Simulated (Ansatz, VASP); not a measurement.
**One calculation of KBr, two programs**

Contents of INCAR:

```
SYSTEM = KBr
  ALGO = Normal
  EDIFF = 1E-6
  ENCUT = 520
  GGA = PE
  ISIF = 2
  ISMEAR = 0
  LASPH = .TRUE.
  LCHARG = .FALSE.
  LREAL = .FALSE.
  LWAVE = .FALSE.
  NBANDS = 15
  NELM = 80
  PREC = Accurate
  SIGMA = 0.02
```

File KPOINTS:

```
k-points
0
G
  6 6 6
  0 0 0
```

File POSCAR:

```
KBr
1.0
    0.0463254750      3.2608920000      3.2675428500
    3.2876929500      0.0195245250      3.2943438000
    3.3072174750      3.3072174750      0.0000000000
K Br
1 1
Direct
    0.0000000000      0.0000000000      0.0128857728
    0.5000000000      0.5000000000      0.4871142272
```

Input for Ansatz:

```yaml
crystal:
  lattice:
    - [0.046325475, 3.260892, 3.26754285]
    - [3.28769295, 0.019524525, 3.2943438]
    - [3.307217475, 3.307217475, 0.0]
  atoms:
    - { symbol: K, position: [0.0, 0.0, 0.0128857728] }
    - { symbol: Br, position: [0.5, 0.5, 0.4871142272] }
basis:
  ecutwfc: 420
kpoints:
  mp_grid: { grid: [6, 6, 6] }
hamiltonian:
  xc: pbe
scf:
  occupations: { method: gaussian, width: 0.02 }
output:
  forces: true
  stress: true
  eigenvalues: true
```

Alike in both runs: task single point; functional PBE; k mesh 6 × 6 × 6; occupations gaussian, width 0.02 eV; no spin polarisation.

|  | VASP | Ansatz |
| --- | --- | --- |
| version | VASP 6.6.1 | Ansatz 0.2.0 |
| potentials or method | VASP PAW PBE potentials, release 64 (K_sv, Br) | scalar-relativistic, plane waves, PAW |
| plane-wave cutoff (eV) | 520 | 420 |
| valence electrons in the cell | 16 | 16 |

Ansatz gave:

```
gap on the k mesh at the Fermi level (eV)       : 4.47
least direct gap on the mesh (eV)               : 4.47
pressure (GPa)                                  : 1.2
largest component of the traceless stress (GPa) : 0.16
rms of the force components (eV/Å)              : 0.098
```

Problem. Which values does VASP return?

Solution. gap on the k mesh at the Fermi level (eV): 4.47; least direct gap on the mesh (eV): 4.47; pressure (GPa): 1.2; largest component of the traceless stress (GPa): 0.17; rms of the force components (eV/Å): 0.099.

Atom by atom the forces differ by 0.002 eV/Å (rms over components).
